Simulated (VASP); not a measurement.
# Mg (Im-3m) in VASP: settings compared

One crystal, Mg, is run at these levels: HSE06, PBE; tasks: single point.

Program: VASP 6.6.1. These are calculated values, not measurements. Logs are shortened: lines on timing, memory, paths and dates and some standing lists are left out, and cuts for length are marked.

## (1) The structure

Symmetry: Im-3m, No. 229, cubic system. The conventional cell has a = 3.586 Å, b = 3.586 Å, c = 3.586 Å, α = 90.00°, β = 90.00°, γ = 90.00°. Around Mg (site symmetry m-3m) lie 8 Mg at 3.11 Å.

The cell was built by a generator and needn't be a form met in nature.

## (2) Single point, HSE06

Input file POSCAR:

```
Mg
1.0
   -1.7928697530      1.7928697530      1.7928697530
    1.7928697530     -1.7928697530      1.7928697530
    1.7928697530      1.7928697530     -1.7928697530
Mg
1
Direct
    0.0000000000      0.0000000000      0.0000000000
```

Input file INCAR.step1:

```
SYSTEM = Mg
PREC     = Accurate       ! precision mode
ENCUT    = 520            ! plane-wave cutoff, eV
EDIFF    = 1E-5           ! SCF threshold, eV
ISMEAR   = 0              ! smearing method
SIGMA    = 0.05           ! smearing width, eV
LREAL    = .False.        ! projectors in reciprocal space
LASPH    = .True.         ! aspherical terms in the spheres
NELM     = 100            ! most SCF steps
ALGO     = Normal         ! electronic algorithm
ISIF     = 2              ! what is computed and relaxed
LWAVE    = .True.         ! write WAVECAR
GGA      = PE             ! functional
NBANDS   = 7              ! bands
```

Input file INCAR.step2:

```
SYSTEM = Mg
PREC     = Accurate       ! precision mode
ENCUT    = 520            ! plane-wave cutoff, eV
EDIFF    = 1E-6           ! SCF threshold, eV
ISMEAR   = 0              ! smearing method
SIGMA    = 0.05           ! smearing width, eV
LREAL    = .False.        ! projectors in reciprocal space
LASPH    = .True.         ! aspherical terms in the spheres
NELM     = 100            ! most SCF steps
ALGO     = Normal         ! electronic algorithm
ISIF     = 2              ! what is computed and relaxed
LWAVE    = .False.        ! write WAVECAR
LCHARG   = .True.         ! write CHGCAR
GGA      = PE             ! functional
LHFCALC  = .True.         ! exact exchange
HFSCREEN = 0.2079         ! screening, 1/A
PRECFOCK = Normal       
LELF     = .True.         ! ELF
LVHAR    = .True.       
ISTART   = 1            
NBANDS   = 7              ! bands
```

Input file KPOINTS:

```
Automatic mesh
0
Gamma
  8 8 8
  0 0 0
```

Potentials or basis: VASP PAW PBE potentials, release 64 (Mg).

Launch:

```bash
$ cat potpaw_PBE.64/Mg/POTCAR > POTCAR
$ cp INCAR.step1 INCAR
$ mpirun -np 1 vasp_std > vasp.out
$ cp INCAR.step2 INCAR
$ mpirun -np 1 vasp_std > vasp.out
```

OUTCAR:

```text
SYSTEM = Mg
   PREC = Accurate
   ENCUT = 520
   EDIFF = 1E-6
   ISMEAR = 0
   LREAL = .False.
   LASPH = .True.
   NELM = 100
   ISIF = 2
   GGA = PE
   LHFCALC = .True.
   HFSCREEN = 0.2079
   PRECFOCK = Normal
   ISTART = 1

 ion  position               nearest neighbor table
   1  0.000  0.000  0.000-

  LATTYP: Found a body centered cubic cell.
 ALAT       =     3.5857395060

  Lattice vectors:

 A1 = (  -1.7928697530,   1.7928697530,   1.7928697530)
 A2 = (   1.7928697530,  -1.7928697530,   1.7928697530)
 A3 = (   1.7928697530,   1.7928697530,  -1.7928697530)

Analysis of symmetry for initial positions (statically):
=====================================================================
 Subroutine PRICEL returns:
 Original cell was already a primitive cell.

 Routine SETGRP: Setting up the symmetry group for a
 body centered cubic supercell.

 Subroutine GETGRP returns: Found 48 space group operations
 (whereof 48 operations were pure point group operations)
 out of a pool of 48 trial point group operations.

The static configuration has the point symmetry O_h .

Analysis of symmetry for dynamics (positions and initial velocities):
=====================================================================
 Subroutine PRICEL returns:
 Original cell was already a primitive cell.

 Routine SETGRP: Setting up the symmetry group for a
 body centered cubic supercell.

 Subroutine GETGRP returns: Found 48 space group operations
 (whereof 48 operations were pure point group operations)
 out of a pool of 48 trial point group operations.

The dynamic configuration has the point symmetry O_h .

 Subroutine INISYM returns: Found 48 space group operations
 (whereof 48 operations are pure point group operations),
 and found     1 'primitive' translations

----------------------------------------------------------------------------------------

                                     Primitive cell

  volume of cell :      23.0519

  direct lattice vectors                    reciprocal lattice vectors
    -1.792869753  1.792869753  1.792869753     0.000000000  0.278882501  0.278882501
     1.792869753 -1.792869753  1.792869753     0.278882501  0.000000000  0.278882501
     1.792869753  1.792869753 -1.792869753     0.278882501  0.278882501  0.000000000

  length of vectors
     3.105341504  3.105341504  3.105341504     0.394399415  0.394399415  0.394399415

  position of ions in fractional coordinates (direct lattice)
     0.000000000  0.000000000  0.000000000

  ion indices of the primitive-cell ions
   primitive index   ion index
                 1           1

----------------------------------------------------------------------------------------

 KPOINTS: Automatic mesh

Automatic generation of k-mesh.
 Grid dimensions read from file:
 generate k-points for:    8    8    8

 Generating k-lattice:

  Cartesian coordinates                     Fractional coordinates (reciprocal lattice)
     0.000000000  0.034860313  0.034860313     0.125000000  0.000000000  0.000000000
     0.034860313  0.000000000  0.034860313     0.000000000  0.125000000  0.000000000
     0.034860313  0.034860313  0.000000000     0.000000000  0.000000000  0.125000000

  Length of vectors
     0.049299927  0.049299927  0.049299927

  Shift w.r.t. Gamma in fractional coordinates (k-lattice)
     0.000000000  0.000000000  0.000000000

 Subroutine IBZKPT returns following result:
 ===========================================

 Found     29 irreducible k-points:

 Following reciprocal coordinates:
            Coordinates               Weight
  0.000000  0.000000  0.000000      1.000000
  0.125000  0.000000  0.000000     12.000000
  0.250000  0.000000  0.000000     12.000000
  0.375000  0.000000  0.000000     12.000000
  0.500000  0.000000  0.000000      6.000000
  0.125000  0.125000  0.000000     24.000000
[... 16 lines left out ...]
 -0.250000  0.250000  0.250000      6.000000
 -0.375000  0.375000  0.250000     24.000000
 [... further k-points ...]
   k-points           NKPTS =     29   k-points in BZ     NKDIM =    512   number of bands    NBANDS=      7
   number of dos      NEDOS =    301   number of ions     NIONS =      1
   total plane-waves  NPLWV =  13824
   dimension x,y,z NGX =    24 NGY =   24 NGZ =   24
   dimension x,y,z NGXF=    48 NGYF=   48 NGZF=   48
   ions per type =               1
   NGX,Y,Z   is equivalent  to a cutoff of  12.85, 12.85, 12.85 a.u.
   NGXF,Y,Z  is equivalent  to a cutoff of  25.70, 25.70, 25.70 a.u.
 SYSTEM =  Mg
   PREC   = accura    normal or accurate (medium, high low for compatibility)
   ISTART =      1    job   : 0-new  1-cont  2-samecut
   ICHARG =      0    charge: 1-file 2-atom 10-const
   ISPIN  =      1    spin polarized calculation?
   LNONCOLLINEAR =      F non collinear calculations
   LSORBIT =      F    spin-orbit coupling
   LASPH  =      T    aspherical Exc in radial PAW
   ENCUT  =  520.0 eV  38.22 Ry    6.18 a.u.   5.77  5.77  5.77*2*pi/ulx,y,z
   NELM   =    100;   NELMIN=  2; NELMDL=  0     # of ELM steps
   EDIFF  = 0.1E-05   stopping-criterion for ELM
   LREAL  =      F    real-space projection
   EDIFFG = 0.1E-04   stopping-criterion for IOM
   NSW    =      0    number of steps for IOM
   IBRION =     -1    ionic relax: 0-MD 1-quasi-New 2-CG
   NFREE  =      0    steps in history (QN), initial steepest desc. (CG)
   ISIF   =      2    stress and relaxation
   ISYM   =      3    0-nonsym 1-usesym 2-fastsym
   POTIM  = 0.5000    time-step for ionic-motion
   TEBEG  =    0.0;   TEEND  =   0.0 temperature during run
   PSTRESS=    0.0 pullay stress
   NELECT =       2.0000    total number of electrons
   NUPDOWN=      -1.0000    fix difference up-down
   EMIN   =  10.00;   EMAX   =-10.00  energy-range for DOS
   EFERMI =   0.00;   METHOD = LEGACY
   ISMEAR =     0;   SIGMA  =   0.05  broadening in eV -4-tet -1-fermi 0-gaus
   EFERMI_NEDOS =   21; number of points for ismear=-14 and -15
   IALGO  =     38    algorithm
   IMIX   =      1    mixing-type and parameters
     AMIX     =   0.40;   BMIX     =  1.00
     AMIX_MAG =   1.60;   BMIX_MAG =  1.00
  volume/ion in A,a.u.               =      23.05       155.56
  Fermi-wavevector in a.u.,A,eV,Ry     =   0.724741  1.369562  7.146451  0.525249
  Thomas-Fermi vector in A             =   1.815287
   LORBIT       =      0    0 simple, 1 ext, 2 COOP (PROOUT), +10 PAW based schemes
   GGA     = PE    functional components
   LHFCALC =     T    Hartree Fock is set to
   PRECFOCK=normal    Normal, Fast or Accurate (Low or Medium for compatibility)
   ENCUT4O =  -1.0   cutoff for four orbital integrals eV
   NKREDX  =     1    reduce k-point grid by
   NKREDY  =     1    reduce k-point grid by
   NKREDZ  =     1    reduce k-point grid by
   AEXX    =    0.2500 exact exchange contribution
   HFSCREEN=    0.2079 screening length (either q_TF or 0.3 A-1)
   HFSCREENC=   0.2079 screening length for correlation (either q_TF or 0.3 A-1)
   ENCUTFOCK=  -1.0 apply spherical cutoff to Coloumb kernel
   IVDW    =     0    specifies the selected vdW correction
   LEPSILON=     F    determine dielectric tensor
   LRPA    =     F    only Hartree local field effects (RPA)
 non-spin polarized calculation
 Gauss-broadening in eV      SIGMA  =   0.05
  energy-cutoff  :      520.00
  volume of cell :       23.05
 maximum number of plane-waves:       632
  NGX = 18; NGY = 18; NGZ = 18

 number of electron       2.0000000 magnetization

 Free energy of the ion-electron system (eV)
  ---------------------------------------------------
  ext. energy  EPLUGINS =         0.00000000
  ---------------------------------------------------
  free energy    TOTEN  =        -1.48801003 eV

  energy without entropy =       -1.48683907  energy(sigma->0) =       -1.48742455

 E-fermi :   2.4608     XC(G=0):  -7.0797

 val. band max:        2.4426712289   @ k =   0.3750   0.1250   0.1250
 cond. band min:       2.7917406819   @ k =   0.3750   0.2500   0.0000
 fundamental gap:      0.3490694531
 Fermi energy:         2.4608203326

 k-point     1 :       0.0000    0.0000    0.0000
  band No.  band energies     occupation
      1      -5.3944      2.00000
      2      16.4726      0.00000
      3      16.4726      0.00000
      4      16.4726      0.00000
      5      18.4711      0.00000
      6      18.4711      0.00000
      7      18.6392      0.00000

 k-point     2 :       0.1250    0.0000    0.0000
  band No.  band energies     occupation
      1      -4.9737      2.00000
      2      13.1849      0.00000
      3      15.0683      0.00000
      4      15.2201      0.00000
      5      16.4843      0.00000
      6      17.1915      0.00000
      7      19.0683      0.00000

 k-point     3 :       0.2500    0.0000    0.0000
  band No.  band energies     occupation
      1      -3.7137      2.00000
      2       8.8064      0.00000
      3      13.3852      0.00000
      4      13.8394      0.00000
      5      14.8530      0.00000
      6      16.0878      0.00000
      7      20.1573      0.00000

 k-point     4 :       0.3750    0.0000    0.0000
  band No.  band energies     occupation
      1      -1.6275      2.00000
      2       4.8180      0.00000
      3      12.3151      0.00000
      4      12.9845      0.00000
      5      13.8660      0.00000
      6      15.2097      0.00000
      7      21.4939      0.00000

 k-point     5 :       0.5000    0.0000    0.0000
  band No.  band energies     occupation
      1       0.8851      2.00000
      2       1.6683      2.00000
      3      11.9528      0.00000
      4      12.6980      0.00000
      5      13.5364      0.00000
      6      14.8865      0.00000
      7      22.6244      0.00000
[... 161 lines left out ...]
 k-point    22 :       0.2500    0.2500    0.2500
  band No.  band energies     occupation
      1       5.0293      0.00000
      2       5.0293      0.00000
      3       5.0293      0.00000
      4       6.8353      0.00000
      5      24.1045      0.00000
      6      24.1045      0.00000
      7      25.3536      0.00000

 k-point    23 :      -0.2500    0.2500    0.2500
  band No.  band energies     occupation
      1      -2.0481      2.00000
      2       9.6315      0.00000
      3       9.6315      0.00000
      4      10.1193      0.00000
      5      12.3933      0.00000
      6      19.3685      0.00000
      7      20.5118      0.00000

 k-point    24 :      -0.3750    0.3750    0.2500
  band No.  band energies     occupation
      1       0.0054      2.00000
      2       6.2271      0.00000
      3       8.6219      0.00000
      4       9.9407      0.00000
      5      12.5984      0.00000
      6      17.6497      0.00000
      7      19.2353      0.00000

 [... further k-points ...]

------------------------ aborting loop because EDIFF is reached ----------------------------------------

  FORCE on cell =-STRESS in cart. coord.  units (eV):
  Direction    XX          YY          ZZ          XY          YZ          ZX
  --------------------------------------------------------------------------------------
  -------------------------------------------------------------------------------------
  Total       -0.1045043     -0.1045043     -0.1045043      0.0000000     -0.0000000     -0.0000000
  in kB       -7.2633745     -7.2633745     -7.2633745      0.0000000     -0.0000000     -0.0000000
  external PRESSURE =      -7.2633745 kB  Pullay stress =       0.0000000 kB

 VOLUME and BASIS-vectors are now :
 -----------------------------------------------------------------------------
  energy-cutoff  :      520.00
  volume of cell :       23.05
      direct lattice vectors                 reciprocal lattice vectors
    -1.792869753  1.792869753  1.792869753     0.000000000  0.278882501  0.278882501
     1.792869753 -1.792869753  1.792869753     0.278882501  0.000000000  0.278882501
     1.792869753  1.792869753 -1.792869753     0.278882501  0.278882501  0.000000000

 POSITION                                       TOTAL-FORCE (eV/Angst)
 -----------------------------------------------------------------------------------
      0.00000      0.00000      0.00000         0.000000      0.000000     -0.000000
 -----------------------------------------------------------------------------------
    total drift:                                0.000012     -0.000228     -0.000751

  FREE ENERGIE OF THE ION-ELECTRON SYSTEM (eV)
  ---------------------------------------------------
  free  energy   TOTEN  =        -1.4880100281 eV

  energy  without entropy=       -1.4868390680  energy(sigma->0) =       -1.48742455
```

Wall time 3.3 min (1 thread of Intel Xeon Platinum 8375C at 2.90GHz (Ice Lake), shared host); peak memory 0.25 GiB.

Results:

```
Free energy            : -1.4880 eV
Pressure               : -0.7 GPa
Band gap on the k mesh : none (metal or under the smearing width)
```

Caveat: the PAW data sets were made with another functional, which shifts forces and pressure a little.

## (3) Single point, PBE

This run uses another cell than the first one, of 23.16 Å³/atom, 1.005 times its volume.

Input file INCAR:

```
PREC = Accurate
ENCUT = 520
EDIFF = 1E-6
ISMEAR = 0
SIGMA = 0.05
LREAL = F
LASPH = T
NELM = 100
ALGO = Normal
ISIF = 2
LWAVE = F
LCHARG = F
GGA = PE
NBANDS = 7
```

Input file KPOINTS:

```
Automatic mesh
0
Gamma
  8 8 8
```

Input file POSCAR:

```
Mg
1.0
   -1.7957507769      1.7957507769      1.7957507769
    1.7957507769     -1.7957507769      1.7957507769
    1.7957507769      1.7957507769     -1.7957507769
Mg
1
Direct
    0.0000000000      0.0000000000      0.0000000000
```

Potentials or basis: VASP PAW PBE potentials, release 64 (Mg).

Launch:

```bash
$ cat potpaw_PBE.64/Mg/POTCAR > POTCAR
$ mpirun -np 1 vasp_std > vasp.out
```

OUTCAR:

```text
PREC = Accurate
   ENCUT = 520
   EDIFF = 1E-6
   ISMEAR = 0
   LREAL = F
   LASPH = T
   NELM = 100
   ISIF = 2
   GGA = PE

 ion  position               nearest neighbor table
   1  0.000  0.000  0.000-

  LATTYP: Found a body centered cubic cell.
 ALAT       =     3.5915015538

  Lattice vectors:

 A1 = (  -1.7957507769,   1.7957507769,   1.7957507769)
 A2 = (   1.7957507769,  -1.7957507769,   1.7957507769)
[... 418 lines left out ...]
      5      11.8034      0.00000
      6      16.6938      0.00000
      7      18.2619      0.00000

 [... further k-points ...]

------------------------ aborting loop because EDIFF is reached ----------------------------------------

  FORCE on cell =-STRESS in cart. coord.  units (eV):
  Direction    XX          YY          ZZ          XY          YZ          ZX
  --------------------------------------------------------------------------------------
  -------------------------------------------------------------------------------------
  Total       -0.0876178     -0.0876178     -0.0876178      0.0000000     -0.0000000      0.0000000
  in kB       -6.0604487     -6.0604487     -6.0604487      0.0000000     -0.0000000      0.0000000
  external PRESSURE =      -6.0604487 kB  Pullay stress =       0.0000000 kB

 VOLUME and BASIS-vectors are now :
 -----------------------------------------------------------------------------
  energy-cutoff  :      520.00
  volume of cell :       23.16
      direct lattice vectors                 reciprocal lattice vectors
    -1.795750777  1.795750777  1.795750777     0.000000000  0.278435074  0.278435074
     1.795750777 -1.795750777  1.795750777     0.278435074  0.000000000  0.278435074
     1.795750777  1.795750777 -1.795750777     0.278435074  0.278435074  0.000000000

 POSITION                                       TOTAL-FORCE (eV/Angst)
 -----------------------------------------------------------------------------------
      0.00000      0.00000      0.00000        -0.000000     -0.000000      0.000000
 -----------------------------------------------------------------------------------
    total drift:                                0.000000     -0.000000      0.000000

  FREE ENERGIE OF THE ION-ELECTRON SYSTEM (eV)
  ---------------------------------------------------
  free  energy   TOTEN  =        -1.4693739454 eV

  energy  without entropy=       -1.4685855931  energy(sigma->0) =       -1.46897977
```

stdout:

```text
POSCAR found type information on POSCAR Mg
 POSCAR found :  1 types and       1 ions
 scaLAPACK will be used
 LDA part: xc-table for (Slater+PW92), standard interpolation
 POSCAR, INCAR and KPOINTS ok, starting setup
 FFT: planning ... GRIDC
 FFT: planning ... GRID_SOFT
 FFT: planning ... GRID
 WAVECAR not read
 entering main loop
```

Wall time 2.1 s (1 thread of Intel Xeon Platinum 8375C at 2.90GHz (Ice Lake), shared host); peak memory 0.13 GiB.

Results:

| Item | Value |
| --- | --- |
| Free energy | -1.4694 eV |
| Pressure | -0.6 GPa |
| Band gap on the k mesh | none (metal or under the smearing width) |
